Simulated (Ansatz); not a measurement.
Relaxed bulk HfSi:

```
CELL_PARAMETERS angstrom
6.86284 0.00000 0.00000
0.00000 3.77516 0.00000
0.00000 0.00000 5.22504
ATOMIC_POSITIONS crystal
Hf 0.17561 0.25000 0.12613
Hf 0.32439 0.75000 0.62613
Hf 0.67561 0.25000 0.37387
Hf 0.82439 0.75000 0.87387
Si 0.04286 0.25000 0.63906
Si 0.45714 0.75000 0.13906
Si 0.54286 0.25000 0.86094
Si 0.95714 0.75000 0.36094
```

Miller indices refer to the conventional cell of Pnma (No. 62), a = 6.863 Å, b = 3.775 Å, c = 5.225 Å, α = 90.00°, β = 90.00°, γ = 90.00°.

Consider the (100) slab of 16 planes, 12.8 Å thick with 15 Å of vacuum as cut; outer planes Hf (top) and Si (bottom), all atoms relaxed.

Computed with Ansatz, DFT r2SCAN, scalar-relativistic, plane waves, PAW. Plane waves to 500 eV, a k mesh through Γ of 9×7×1 on the computed 16-atom cell and Gaussian smearing (0.10 eV); no spin polarisation. The cell repeats along c with a dipole correction in the vacuum.

Question: Predict the surface energy (mean of both faces).

Answer: 2.72 J/m².

Question: Predict the work function.

Answer: 3.67 eV (top), 5.00 eV (bottom).

Question: Estimate the dipole of the slab along +c, per cell.

Answer: 0.14 e·Å.

Question: The top two planes lie 1.021 Å apart in the bulk. How does relaxation change this?

Answer: The spacing becomes 0.901 Å (-11.8 %).

Spin-orbit coupling is left out, which matters for the bands of heavy elements.